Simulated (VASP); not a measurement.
Set up this calculation in VASP 6.6.1, as the native input.

| Property | Result |
| --- | --- |
| Task | single point |
| Functional | PBEsol |
| Potentials or basis | VASP PAW PBE potentials, release 64 (Ti_sv) |
| Cutoff | 520 eV |
| k mesh | 12 × 12 × 14 |
| Occupations | gaussian, width 0.1 eV |
| Spin | no spin polarisation |
| Further INCAR settings | ALGO = Normal; EDIFF = 1e-06 |

The structure of Ti lies in POSCAR:

```
Ti
1.0
    4.5673748300      0.0000000000      0.0000000000
   -2.2836874200      3.9554626300      0.0000000000
    0.0000000000      0.0000000000      2.8262442700
Ti
3
Direct
    0.0000000000      0.0000000000      0.0000000000
    0.3333333300      0.6666666700      0.5000000000
    0.6666666700      0.3333333300      0.5000000000
```

This isn't the form of Ti at room conditions, which is hcp.

These files were run (other wordings do the same):

INCAR

```
PREC = Accurate ; ENCUT = 520
EDIFF = 1E-6 ; ISMEAR = 0
SIGMA = 0.1 ; LREAL = F
LASPH = T ; NELM = 60
ALGO = Normal ; ISIF = 2
LWAVE = F ; LCHARG = F
GGA = PS
```

KPOINTS

```
regular mesh
0
Gamma
  12 12 14
```

Potentials or basis: VASP PAW PBE potentials, release 64 (Ti_sv).

The run is started by

```bash
$ cat potpaw_PBE.64/Ti_sv/POTCAR > POTCAR
$ mpirun -np 1 vasp_std > vasp.out
```

It gave:

* Pressure: -3.9 GPa
* Band gap on the k mesh: none (metal or under the smearing width)

Caveat: the PAW data sets were made with another functional, which shifts forces and pressure a little.

Run time: 72 s on 1 thread of Intel(R) Xeon(R) 6975P-C (Granite Rapids), with other jobs on the host, peak memory 0.27 GiB.
